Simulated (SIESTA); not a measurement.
**V under changes of volume**

One of the cells (14.169 Å³/atom); the others are scaled copies at fixed shape and fractional positions:

```
V
1.0
    -1.52438    1.52438    1.52438
     1.52438   -1.52438    1.52438
     1.52438    1.52438   -1.52438
V
1
Direct
  0.00000 0.00000 0.00000
```

```yaml
Program: SIESTA 5.4.2
Functional: PBE
Potentials_or_basis: PseudoDojo 0.4 standard (PBE files)
Basis: DZP (energy shift 0.002 Ry)
Grid_cutoff: 800 Ry
Energy_shift: 0.002 Ry
k_mesh: 12 × 12 × 12
Occupations: fermi-dirac, width 0.05 eV
Spin: collinear spin, ferromagnetic start
Starting_moments: "[2.0] μB"
```

```tsv
volume (Å³/atom)	energy over the lowest point (meV/atom)	pressure (GPa)
13.058	?	?
13.336	1.22	2.7
13.613	0.00	-1.3
14.169	17.16	-8.2
14.447	33.96	-11.0
14.725	55.51	-13.6
```

Q: What does the run at 13.058 Å³/atom give?

A: Energy over the lowest point 9.40 meV/atom; pressure 6.8 GPa.

Worked out: A Birch-Murnaghan fit of order 3 (a polynomial in V^(-2/3)) to the other rows has its minimum at 13.52 Å³/atom with B0 = V·E''(V) = 198 GPa and B' = 5.1. It gives 10.10 meV/atom at 13.058 Å³/atom, against the run's 9.40, and -dE/dV = 7.5 GPa, against 6.8.

Energies are extrapolated to zero smearing.

Caveats: semicore shells carry a single zeta, which can move pressures by several GPa and volumes by a few percent; the basis of atomic orbitals isn't converged, which shifts pressures, moduli and gaps.
